**Q:** In this single layer of MoTe₂, where do added electrons and holes settle first, and how far away is the next valley in the table?

Band valleys of single-layer MoTe₂, computed with Ansatz 0.2.0 using DFT (PBE) with spin-orbit coupling, PAW and a 420 eV plane-wave cutoff, at the given, unrelaxed geometry. The k mesh is 24×24×1 for the density and 42×42×1 for the levels. Hole masses are positive, masses over 10 mₑ are not given (n/a), and where two bands meet the mass is their mean.

| row | valley distance from edge (eV) | valley edge | valley place | valley count | valley bands meeting | valley lightest mass (m_e) | valley heaviest mass (m_e) |
| --- | --- | --- | --- | --- | --- | --- | --- |
| 1 | 0.000 | valence | K | 2 | 1 | 0.566 | 0.566 |
| 2 | 0.465 | valence | Gamma | 1 | 2 | n/a | n/a |
| 3 | 0.000 | conduction | K | 2 | 1 | 0.458 | 0.458 |
| 4 | 0.260 | conduction | K-Gamma line | 6 | 1 | 0.411 | 1.298 |
| 5 | 0.344 | conduction | M | 3 | 2 | 1.270 | 1.359 |

**A:** Both settle at K, a corner of the hexagonal Brillouin zone, where the distance from the edge is zero for the conduction and the valence band alike. A valley is a local minimum for electrons or a local maximum for holes. For holes the next valley in the table is Gamma, 0.465 eV below the edge. For electrons it lies on the K-Gamma line, 0.26 eV above the edge. That is ten times the thermal energy at room temperature, and this factor of ten decides most of what follows.

**Q:** Why do the K valleys have one mass, while the valley on the K-Gamma line has two that differ by a factor of three?

**A:** The mass measures how slowly the energy rises away from the valley's centre, in units of the free-electron mass. The crystal looks the same from K after a turn by 120°. An ellipse doesn't survive such a turn, so the energy contours close to K must be circles.

Around a point on the K-Gamma line the energies have only a mirror symmetry, which comes from a mirror of the crystal combined with time reversal. It fixes the axes of the ellipse but not their lengths. The calculation gives 0.41 along the line and 1.30 across it. The six valleys point in different directions, so together they still conduct equally well every way in the plane.

**Q:** There are six of those side valleys and only two at K, and they are heavier too. Shouldn't they collect most of the electrons?

**A:** They do offer more room. Up to an energy E above its bottom, a parabolic valley fills an ellipse in the plane of wave vectors, with an area proportional to √(m₁m₂)·E, where m₁ and m₂ are the lightest and heaviest mass. The number of states per unit energy is therefore constant. Its weight is valley count × bands meeting × √(m₁m₂).

For the side valleys this gives 6 × 1 × 0.73 ≈ 4.4, against 2 × 1 × 0.46 ≈ 0.92 for K, so they have about five times the room. Each state there is occupied less often, by the Boltzmann factor exp(−0.26/0.026) = e⁻¹⁰, or about 5 × 10⁻⁵. The product is roughly two electrons in the side valleys for every ten thousand at K. This counts only the lower spin band in both kinds of valley, the one in the table. With the upper bands included, the share of the side valleys could at most roughly double.

**Q:** Could a much heavier valley win, then? Gamma in the valence band seems too heavy even to get a mass.

**A:** The band there is almost flat, with a mass of roughly 15, and Gamma has about 25 times the room of the upper valence band at K. But room enters the balance only through its logarithm. A factor of 25 makes up for an energy of kT ln 25, where kT is the thermal energy, and at room temperature that is only 0.08 eV. Gamma lies 0.465 eV below the edge, so it holds practically no holes. The same rule helps with any semiconductor whose carriers are dilute enough for Boltzmann factors: count and mass decide between valleys only when these lie within a few kT of each other.

**Q:** Why does one band sit at the K edges, but two meet at Gamma and M?

**A:** The difference is spin. Time reversal turns a state at k with spin up into one at −k with spin down, at the same energy. Gamma and M are equivalent to their own negatives, so both spins must meet there. K and −K are different points, and the layer has no inversion centre, so spin-orbit coupling may separate the spins at K.

It does so very unevenly: by 0.22 eV in the valence band and 0.03 eV in the conduction band. Theory traces this to the Mo d orbitals. At the valence edge they carry orbital angular momentum about the layer normal, which couples directly to the spin. At the conduction edge the main d orbital carries none, which leaves weaker terms, from a small share of Te p orbitals and from mixing with other bands. With tungsten in place of molybdenum, the valence splitting grows, because spin-orbit coupling is stronger in the heavier atom.

So the next home for an electron is the other spin band at K, not a side valley. At room temperature it holds a fifth to a quarter of the K electrons, depending on its mass.

**Q:** Why are the electron and hole masses at K similar, yet not equal?

**A:** Take just two levels separated by a gap Δ and coupled in proportion to the wave vector k, with strength ħvk. They repel each other, and their energies are ±√((Δ/2)² + (ħvk)²). For small k this gives both the same mass, Δ/(2v²). A wider gap at the same v would make both carriers heavier. This functional makes the gap too small, which alone would make the masses too light, but an error in v can offset that.

A common mass of 0.51, set from the two K values themselves, misses each of them by about 11 %. The electron is lighter than this and the hole heavier. Theory assigns the difference to two further terms, the free-electron kinetic energy and the influence of more distant bands. Averaged over the two edges, their sum must here be an upward bend. Such a bend sharpens a conduction minimum and flattens a valence maximum.

**Q:** What does this mean for a transistor with this layer as its channel?

**A:** Its electrons travel at K, as long as the field along the channel is too weak to heat them into the side valleys. A strongly gated channel holds roughly 10¹³ electrons per cm², which at low temperature fill the K valleys to only about 0.04 eV above the edge. The side valleys would then start to fill near 10¹⁴ per cm², if the bands stayed parabolic and unchanged that far; at room temperature the onset is gradual. Well below that density the masses to use for electron transport are those at K, about 0.46 in the lower spin band. In the side valleys the mass averaged for conduction is about a third heavier.

**Q:** Which digits would you rely on in a real device?

**A:** Within each K valley the lightest and the heaviest mass are exactly equal, because the symmetry of the unstrained layer demands it. The 0.26 eV deserves less trust than its printed digits suggest. The atoms were not relaxed, and the calculation still pushes the Te layers outward, while the energies of the side valleys are known to respond to layer thickness and strain. The functional brings an error of its own.

Suppose the true distance were 0.1 eV smaller. The side valleys would then hold about fifty times more electrons, yet still only about 1 % of the total. To draw level with K they would have to come down by roughly 0.2 eV. The population of the side valleys is therefore uncertain by a large factor, while the dominance of K withstands any shift clearly smaller than that. To see whether strain would move electrons out of K, follow the distance from K to whichever other valley is then lowest.

Output of the analysis:

```
Valley shape and weight:
  row  heavy over light mass  density-of-states mass of one valley (m_e)  conductivity mass (m_e)  total weight (m_e)
    1                      1                                       0.566                    0.566               1.132
    3                      1                                       0.458                    0.458               0.916
    4                  3.158                                      0.7304                   0.6243               4.382
    5                   1.07                                       1.314                    1.313               7.882
Thermal energy at 300 K (eV): 0.02585
Conduction splitting at K (eV): 0.034
Valence splitting over conduction splitting at K: 6.441
Weight of K-Gamma pockets over weight of lower K band: 4.784
Electrons in K-Gamma pockets at 300 K (percent): 0.01617
Electrons in M pockets at 300 K (percent): 0.001128
Share of upper spin band among K electrons, equal masses (percent): 21.16
Share of upper spin band among K electrons, two-band heavier mass (percent): 25.54
Holes at Gamma per hole in upper K band at 300 K: 3.953e-07
Offset at which K-Gamma pockets would hold as many electrons as K (eV): 0.03432
Lowering of K-Gamma pockets needed for that (eV): 0.2257
Factor in K-Gamma population if the offset were 0.1 eV smaller: 47.85
Sheet density at which K-Gamma pockets start to fill, cold and parabolic (10^13 per cm2): 9.298
Filling height above K edge at 10^13 electrons per cm2, cold (eV): 0.04313
Common two-band mass at K (m_e): 0.5063
Two-band miss for the electron mass (percent): 10.55
Two-band miss for the hole mass (percent): -10.55
Hole mass over electron mass at K: 1.236
```
